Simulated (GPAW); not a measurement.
# Ni (Fm-3m) in GPAW: notebook, part 2 of 2

GPAW 26.7.0.

### 5 Relaxation of cell and atoms, BLYP+D3(BJ), collinear spin, ferromagnetic start

run.py

```python
from ase import Atoms
from ase.calculators.mixing import SumCalculator
from ase.filters import FrechetCellFilter
from ase.io import write
from ase.optimize import LBFGS
from dftd3.ase import DFTD3
from gpaw import GPAW, PW, setup_paths

setup_paths.insert(0, '.')

atoms = Atoms(['Ni'],
              cell=[[0.0, 1.737572933, 1.737572933],
                    [1.737572933, 0.0, 1.737572933],
                    [1.737572933, 1.737572933, 0.0]],
              scaled_positions=[[0.0, 0.0, 0.0]],
              pbc=True)
atoms.set_initial_magnetic_moments([1.0])

calc = GPAW(mode=PW(600),
            xc='BLYP',
            kpts={'size': (13, 13, 13), 'gamma': True},
            occupations={'name': 'fermi-dirac', 'width': 0.05},
            nbands=17,
            convergence={'density': 1e-05, 'forces': 0.0001},
            eigensolver='davidson',
            maxiter=150,
            txt='gpaw.txt')
atoms.calc = SumCalculator([calc, DFTD3(method='blyp', damping='d3bj')])
opt = LBFGS(FrechetCellFilter(atoms), trajectory='relax.traj', logfile='-')
done = opt.run(fmax=0.02, steps=60)
calc.write('gs.gpw')
write('result.traj', atoms)
print('Converged:', done)
print('Cell:', atoms.cell.cellpar().round(4))
print('Volume:', round(atoms.get_volume(), 4))
print(atoms.get_scaled_positions().round(5))
```

Potentials or basis: PAW data sets generated in the run's folder for this functional, pw.

On the command line:

```console
gpaw-setup -f BLYP Ni
OMP_NUM_THREADS=1 python run.py
```

gpaw.txt:

```text
__  _  _
 | _ |_)|_||  |
 |__||  | ||/\| - 26.7.0

Input parameters:
  mode=PW(ecut=600.0),
  convergence={'density': 1e-05, 'forces': 0.0001},
  eigensolver=Davidson(niter=2),
  kpts=MonkhorstPack(size=(13, 13, 13), gamma=True),
  maxiter=150,
  nbands=17,
  occupations=Occupations(name='fermi-dirac', width=0.05),
  xc=XC(name='BLYP')

Diagonalizing LCAO Hamiltonian
Converting LCAO to pw mode

       Ni

Atoms  # Å, Bohr magnetons
|   | symbol |        x |        y |        z |    initial magnetic moments |
|---|--------|----------|----------|----------|-----------------------------|
| 0 |     Ni | 0.000000 | 0.000000 | 0.000000 | ( 0.0000,  0.0000,  1.0000) |

Unit cell  # Å
| periodic |        x |        y |        z |  lengths |    angles |
[... 520 lines left out ...]
|  5 |  S6  |  1, 0,-1,  1,-1, 0,  1, 0, 0 |
|  6 |  σ   |  1, 0,-1,  0, 1,-1,  0, 0,-1 |
|  7 |  C3  |  1, 0,-1,  0, 0,-1,  0, 1,-1 |
|  8 |  S6  |  1,-1, 0,  1, 0, 0,  1, 0,-1 |
[... 149 lines left out ...]
SCF iterations
|iter     | |      energy | eigst |  dens |force |  magmom |
|---------|-|-------------|-------|-------|------|---------|
|iter:   1| |   -6.266816 |       |       |      |  +0.6232|
|iter:   2| |   -6.266754 | -6.28 | -2.86 |      |  +0.6232|
|iter:   3| |   -6.266664c| -6.22 | -2.95 |      |  +0.6230|
|iter:   4| |   -6.266665c| -6.98 | -3.62 |      |  +0.6231|
|iter:   5| |   -6.266668c| -6.44 | -3.76 |      |  +0.6233|
|iter:   6| |   -6.266668c| -8.17c| -4.53 |      |  +0.6233|
|iter:   7| |   -6.266668c| -9.27c| -4.63 |      |  +0.6234|
|iter:   8| |   -6.266668c|-10.92c| -5.38c|      |  +0.6234|
|iter:   9| |   -6.266668c|-11.31c| -5.50c|-25.40c|  +0.6234|

Converged in 9 steps
Energy contributions relative to reference atoms: (reference = -41377.523449)

Energy contributions:
  Kinetic:          11.924865
  Coulomb:          -9.184106
  Zero:              0.044309
  External:          0.000000
  Xc:               -9.045767
  Entropy:          -0.011939
  Spinorbit:         0.000000
  ----------------------------
  Free energy:      -6.272638
  Extrapolated:     -6.266668
[... 35 lines left out ...]
Stress tensor  # eV/Ang^3
|         x |         y |         z |
|-----------|-----------|-----------|
| -0.106031 | -0.000000 | -0.000000 |
| -0.000000 | -0.106031 | -0.000000 |
| -0.000000 | -0.000000 | -0.106031 |

Forces  # eV/Ang
|       x |        y |       z |
|---------|----------|---------|
| 0.00000 | -0.00000 | 0.00000 |  # Ni   0

# Writing to gs.gpw (mode='')
```

It took 39 s on 1 thread of Intel Xeon Platinum 8488C (Sapphire Rapids), shared host; peak memory 0.18 GiB.

Results:

| Item | Value |
| --- | --- |
| Free energy | -7.3531 eV |
| Relaxed volume | 10.59 Å³/atom |
| Relaxed cell | a = 2.465 Å, b = 2.465 Å, c = 2.465 Å, α = 60.00°, β = 60.00°, γ = 60.00° |
| Space group after relaxing (to 0.05 Å) | Fm-3m (No. 225) |
| Energy gained by relaxing | 0.6 meV/atom |
| Ionic steps | 3 |
| Pressure after relaxing | 0.0 GPa |
| Band gap on the k mesh | none (metal or under the smearing width) |
| Net moment | 0.62 μB per cell |
| Site moments | Ni +0.66 μB |
| Dispersion energy per atom | -1.080 eV |

The path:
```
step  energy change (eV)  largest force (eV/Å)  pressure (GPa)  volume (Å³)
   1              0.0000                0.0000            2.09        10.49
   2             -0.0005                0.0000            0.77        10.55
   3             -0.0006                0.0000            0.01        10.59
```

Final structure:
```
Ni
1.0
     0.00000    1.74298    1.74298
     1.74298    0.00000    1.74298
     1.74298    1.74298    0.00000
Ni
1
Direct
  0.00000 0.00000 0.00000
```

Caveat: each step starts from the last one's moments, so a moment once lost doesn't come back; the stock nickel data set gives pressures a few GPa off other programs; later steps reuse the first step's grids; pairwise dispersion overbinds metals, which lowers pressure and volume.

### 6 Summary

| level | potentials or basis | optimizer | fmax | max steps | eigensolver | gap on the mesh (eV) | pressure (GPa) | moment (μB) | relaxed volume (Å³/atom) |
| --- | --- | --- | --- | --- | --- | --- | --- | --- | --- |
| RPBE+D4 | the program's PAW data sets (release 1.2.1) made for this functional, pw | LBFGS | 0.01 eV/Å | 100 | - | none | 0.0 | 0.64 | 10.65 |
| revPBE+D3(BJ) | the program's PAW data sets (release 1.2.1) made for this functional, pw | FIRE | 0.05 eV/Å | 100 | - | none | 0.7 | 0.63 | - |
| revPBE+D4 | the program's PAW data sets (release 1.2.1) made for this functional, pw | LBFGS | 0.02 eV/Å | 40 | - | none | 0.0 | 0.64 | 10.63 |
| BLYP+D3(BJ) | PAW data sets generated in the run's folder for this functional, pw | LBFGS | 0.02 eV/Å | 60 | davidson | none | 0.0 | 0.62 | 10.59 |

Alike in all rows: task relaxation of cell and atoms; spin collinear, ferromagnetic start; cell relaxed; k mesh 13 × 13 × 13; cutoff (eV) 600; smearing fermi-dirac 0.05 eV.

Caveats: each step starts from the last one's moments, so a moment once lost doesn't come back; the stock nickel data set gives pressures a few GPa off other programs; later steps reuse the first step's grids; pairwise dispersion overbinds metals, which lowers pressure and volume; the relaxation stopped at its first step, so nothing moved (some runs).

Total energies depend on the potentials used, so only differences within one code and one set of settings carry meaning.
